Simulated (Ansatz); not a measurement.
A relaxed cell of Hf2SiO6 is given with its symmetry left out. The cell was found from a structure generator's guess, not taken from experiment.

Computed with DFT PBE, scalar-relativistic, plane waves, PAW in Ansatz 0.2.0. Cutoff 420 eV, Γ-centred mesh, Gaussian smearing, no spin polarisation.

```
Hf Si O
1.0
    -1.74933    1.74933    7.47938
     1.74933   -1.74933    7.47938
     1.74933    1.74933   -7.47938
Hf Si O
2 1 6
Direct
  0.83612 0.83612 0.00000
  0.16388 0.16388 0.00000
  0.50000 0.50000 0.00000
  0.75000 0.25000 0.50000
  0.07691 0.57691 0.50000
  0.42309 0.92309 0.50000
  0.57691 0.07691 0.50000
  0.92309 0.42309 0.50000
  0.25000 0.75000 0.50000
```

The zero of energy is the elements' standard structures at the same level (O₂ as a molecule); no fitted shifts are applied.

Question: Find its symmetry and describe it.

Answer: I4/mmm (No. 139), with Hf and Si ordered on fluorite sites. Conventional cell: a = 3.499 Å, c = 14.959 Å. Around Hf lie 8 O at 2.17–2.18 Å; Si is surrounded by 8 O at 2.09 Å; around O on a site of symmetry -4m2 lie 4 Hf at 2.17 Å and 6 O at 2.47–2.59 Å; around O on a site of symmetry 2mm lie 2 Si at 2.09 Å, 2 Hf at 2.18 Å, 1 O at 2.30 Å and 5 O at 2.47–2.59 Å.

Question: What is its formation energy per atom?

Answer: −2.621 eV/atom.

Question: Is it a metal?

Answer: No, the gap on the 14×14×14 mesh is 0.49 eV.

The last run used a 14×14×14 mesh for its 9-atom cell and Gaussian smearing of 0.02 eV. These runs have no spin–orbit coupling, which can matter for Hf. Kohn–Sham gaps at this level usually fall short of measured ones. A structure relaxed within its symmetry needn't be a true minimum. Another cell of Hf2SiO6 relaxed alike, in C222, lies 0.46 eV/atom lower, so this cell isn't the stable form at this level.
